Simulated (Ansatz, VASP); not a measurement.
One calculation of HfN, two programs

```
Hf N
1.0
     0.00000    2.25844    2.35663
     2.25844    0.00000    2.35663
     2.25844    2.25844    0.00000
Hf N
1 1
Direct
  0.00000 0.00000 0.00000
  0.75000 0.75000 0.75000
```

Change from the starting cell: strain -0.080 along x and y, -0.040 along z, atoms carried along.

Alike in both runs: task single point; functional PBEsol; k mesh 16 × 16 × 16; occupations gaussian, width 0.15 eV; no spin polarisation.

```csv
,VASP,Ansatz
version,VASP 6.6.1,Ansatz 0.2.0
potentials or method,"VASP PAW PBE potentials, release 64 (Hf_pv, N)","scalar-relativistic, plane waves, PAW"
plane-wave cutoff (eV),520,420
valence electrons in the cell,15,31
```

|  | VASP | Ansatz | Ansatz less VASP |
| --- | --- | --- | --- |
| gap on the k mesh at the Fermi level (eV) | none | none | - |
| pressure (GPa) | 53.0 | 52.7 | -0.22 |
| largest component of the traceless stress (GPa) | 4.03 | 4.13 | +0.103 |

A gap of «none» marks a metal or a gap that the smearing closes. With one functional, cell and mesh, what is left measures potentials, basis and numerics. The two sets of potentials don't hold the same shells in valence.

Caveats: so large a pressure means that the cell lies far from this level's equilibrium, or that cutoff or potentials fall short (VASP); the potentials were made for another functional, which shifts forces and pressure (VASP). Spin-orbit coupling is left out, which matters for the levels of Hf.
